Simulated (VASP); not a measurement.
# Settings for AlN: self-consistent run

AlN, P1 (no. 1), 2 atoms in the cell. PBE; PAW potentials Al, N (PBE set). VASP 6.6.1. The atoms are moved at random off their ideal places.

Wanted: energy within 1 meV/atom; forces within 0.005 eV/Å; pressure within 0.1 GPa.

POSCAR:
```
AlN
1.0
    0.0000000000      2.1839935596      2.1839935596
    2.1839935596      0.0000000000      2.1839935596
    2.1839935596      2.1839935596      0.0000000000
Al N
1 1
Direct
    0.0012090000      0.0010020000      0.0042010000
    0.2518540000      0.2399270000      0.2615200000
```

## FFT grids and symmetry tolerance typed by hand

| FFT grids and symmetry tolerance typed by hand | Energy less reference (meV/atom) | Forces, largest deviation (eV/Å) | Pressure (GPa) | SCF iterations | Time (s) |
|---|---|---|---|---|---|
| default | 0.0 | 0.0000 | 3.92 | 13 | 16 |
| NGX, NGY, NGZ = 28, 28, 28 | 0.0 | 0.0001 | 3.92 | 13 | 32 |
| NGX, NGY, NGZ = 18, 18, 18 | 0.0 | 0.0001 | 3.93 | 13 | 13 |
| NGX, NGY, NGZ = 14, 14, 14 | -4.1 | 0.0007 | 4.02 | 13 | 6.0 |
| NGX, NGY, NGZ = 12, 12, 12 | 11.0 | 0.0062 | 2.33 | 13 | 5.2 |
| NGXF, NGYF, NGZF = 34, 34, 34 | 0.0 | 0.0000 | 3.92 | 13 | 16 |
| NGXF, NGYF, NGZF = 66, 66, 66 | 0.0 | 0.0000 | 3.92 | 13 | 16 |
| SYMPREC = 0.001 | 0.0 | 0.0000 | 3.92 | 13 | 17 |
| SYMPREC = 1e-08 | 0.0 | 0.0000 | 3.92 | 13 | 16 |
| EWALD_CUTOFF = 2.0 | -411.8 | 0.0927 | -17.89 | 13 | 15 |
| EWALD_CUTOFF = 8.0 | 0.0 | 0.0000 | 3.92 | 13 | 16 |

## Question

For each series: keep the first row unless others stay within half of the tolerance and take at least 30 % less time, and then take the fastest.

## Answer

- FFT grids and symmetry tolerance typed by hand: default

## The input

INCAR:
```
SYSTEM = AlN
  PREC = Accurate
  ENCUT = 450
  EDIFF = 1E-7
  ISMEAR = 0
  SIGMA = 0.02
  LREAL = .False.
  LASPH = .True.
  ALGO = Normal
  NELM = 100
  ISIF = 2
  LWAVE = .False.
  LCHARG = .False.
```

KPOINTS:
```
k-points
0
Gamma
  9 9 9
```

Commands:
```
cat potpaw_PBE.64/Al/POTCAR potpaw_PBE.64/N/POTCAR > POTCAR
mpirun -np 1 vasp_std > vasp.out
```

The chosen input took VASP 6.6.1 16 s on 1 core (Intel Xeon 6975P-C (Granite Rapids)), a shared host.

## An input that fails: an FFT grid typed too coarse

It runs to its end, but against the unchanged starting input it is off by 802.8 meV/atom in the energy, 0.3655 eV/Å in the forces, 15.92 GPa in the pressure.

Changes against the starting input:
```
+ NGX = 8
+ NGY = 8
+ NGZ = 8
```
